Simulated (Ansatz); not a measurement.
NiO: relaxation of cell and atoms with PBEsol

NiO:

```
Ni O
1.0
     0.00000    2.08590    2.08590
     2.08590    0.00000    2.08590
     2.08590    2.08590    0.00000
Ni O
1 1
Direct
  0.00000 0.00000 0.00000
  0.50000 0.50000 0.50000
```

| Property | Result |
| --- | --- |
| Program | Ansatz 0.2.0 |
| Task | relaxation of cell and atoms |
| Functional | PBEsol |
| Potentials or basis | Ansatz PAW |
| Cutoff | 420 eV (not typed: the program's choice for these potentials) |
| k mesh | 11 × 11 × 11 |
| Occupations | fermi-dirac, width 0.05 eV |
| Spin | collinear spin, ferromagnetic start |
| Starting moments | [1.0, 0.0] μB |

- Relaxed volume: 8.73 Å³/atom
- Relaxed cell: a = 2.911 Å, b = 2.911 Å, c = 2.911 Å, α = 60.00°, β = 60.00°, γ = 60.00°
- Space group after relaxing (to 0.05 Å): Fm-3m (No. 225)
- Energy gained by relaxing: 8.5 meV/atom
- Ionic steps: 7
- Pressure after relaxing: 0.0 GPa
- Band gap on the k mesh: none (metal or under the smearing width)
- Net moment: 1.28 μB per cell
- Absolute moment: 1.29 μB per cell
- Site moments: Ni +1.05; O +0.19 μB

The path:
```
step  energy change (eV)  largest force (eV/Å)  volume (Å³)
   1              0.0000                0.0000        18.15
   2             -0.0131                0.0000        17.83
   3             -0.0199                0.0000        17.43
   4             -0.0198                0.0000        17.47
   5             -0.0170                0.0000        17.47
   6             -0.0171                0.0000        17.45
   7             -0.0170                0.0000        17.45
```

Final structure:
```cif
data_structure
_symmetry_space_group_name_H-M 'P 1'
_symmetry_Int_Tables_number 1
_cell_length_a 2.9115
_cell_length_b 2.9115
_cell_length_c 2.9115
_cell_angle_alpha 60.000
_cell_angle_beta 60.000
_cell_angle_gamma 60.000
_cell_volume 17.45
loop_
_atom_site_label
_atom_site_type_symbol
_atom_site_fract_x
_atom_site_fract_y
_atom_site_fract_z
_atom_site_occupancy
Ni1 Ni 0.00000 0.00000 0.00000 1
O1 O 0.50000 0.50000 0.50000 1
```

Levels at points of the mesh, in eV from the Fermi level:
Spin up:
```tsv
k point	band 9	band 10	band 11	band 12	band 13	band 14	band 15	band 16	band 17
(0.00, 0.00, 0.00)	-2.77	-2.77	-2.54	-2.54	-2.54	1.59	17.58	18.98	18.98
```
Spin down:
```csv
k point,band 8,band 9,band 10,band 11,band 12,band 13,band 14,band 15
"(0.00, 0.00, 0.00)",-3.03,-1.87,-1.87,-1.87,-1.03,-1.03,1.85,17.56
```

It took 10 s on 2 threads of Arm Neoverse V2, with other jobs on the host, peak memory 0.31 GiB.

Caveat: the plane-wave basis is chosen anew once the cell has moved, so the energies of steps on either side of that aren't comparable; the pressure holds a Pulay correction of +0.8 GPa for the finite cutoff; a cell with one magnetic atom can't hold antiferromagnetic order, which such compounds often take; semilocal functionals often make such compounds metallic where correlation or magnetic order opens a gap, which also shifts bond lengths; the PAW data sets come from PBE, with cores solved anew for the run's functional, which leaves a small shift of forces and pressure. With open d or f shells a metallic result of PBEsol can be an artefact of self-interaction; +U or a hybrid may open a gap.
